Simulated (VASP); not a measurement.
Input of a VASP 6.6.1 run:

Contents of INCAR:

```
  ALGO = Fast
  EDIFF = 1E-7
  EDIFFG = -0.01
  ENCUT = 600
  GGA = BF
  IBRION = 2
  ISIF = 3
  ISMEAR = -1
  LASPH = True
  LCHARG = False
  LREAL = False
  LUSE_VDW = True
  LWAVE = False
  NELM = 80
  NSW = 40
  PREC = Accurate
  SIGMA = 0.05
  ZAB_VDW = -1.8867
```

File KPOINTS:

```
k-points
0
Gamma
  11 11 11
```

Contents of POSCAR:

```
Ag
1.0
    0.0000000000      2.0427500000      2.0427500000
    2.0427500000      0.0000000000      2.0427500000
    2.0427500000      2.0427500000      0.0000000000
Ag
1
Direct
    0.0000000000      0.0000000000      0.0000000000
```

Potentials or basis: VASP PAW PBE potentials, release 64 (Ag).

Launch:

```sh
$ cat potpaw_PBE.64/Ag/POTCAR > POTCAR
$ mpirun -np 1 vasp_std > vasp.out
```

Task: What does it give for the band gap on the k mesh?

Result: None (metal or under the smearing width).

Task: What does it give for the space group after relaxing (to 0.05 Å)?

Result: Fm-3m (No. 225).

Task: Estimate the relaxed cell.

Result: a = 2.972 Å, b = 2.972 Å, c = 2.972 Å, α = 60.00°, β = 60.00°, γ = 60.00°.

Final structure:
```
CELL_PARAMETERS angstrom
0.00000 2.10155 2.10155
2.10155 0.00000 2.10155
2.10155 2.10155 0.00000
ATOMIC_POSITIONS crystal
Ag 0.00000 0.00000 0.00000
```

 Zero-point motion and thermal expansion aren't in these numbers.
